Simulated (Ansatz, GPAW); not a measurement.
# Co: 3 runs at one level of theory

```
Co
1.0
     2.47200    0.00000    0.00000
    -1.23600    2.14081    0.00000
     0.00000    0.00000    4.02114
Co
2
Direct
  0.66667 0.33333 0.75000
  0.33333 0.66667 0.25000
```

Alike in all runs: task single point; functional PBE; k mesh 12 × 12 × 7; occupations gaussian, width 0.017 eV; collinear spin, ferromagnetic start; no spin-orbit coupling. Pressure is positive in compression and, in plane waves, holds the error of the finite cutoff, which Ansatz's Pulay term estimates and takes out.

```tsv
program and potentials	plane-wave cutoff (eV)	notes	pressure (GPa)	net moment per atom (μB)
Ansatz, Ansatz PAW	420	17 valence electrons an atom on average; Pulay term of +0.18 GPa included	4.74	1.61
GPAW, GPAW PAW data sets (gpaw-data 1.2.1)	600	9 valence electrons an atom on average	4.80	1.61
Ansatz, all-electron LAPW, scalar-relativistic	-	-	4.63	1.61
```

The pressure spans 4.63 (Ansatz, all-electron LAPW, scalar-relativistic) to 4.80 GPa (GPAW, GPAW PAW data sets (gpaw-data 1.2.1)), with all-electron results at 4.63. All agree on the net moment per atom. The state is the one that the start led to, which needn't be the lowest.

The functional is the same throughout but for its coding, so the spread measures potentials, basis and numerics; runs on potential files found faulty are left out.
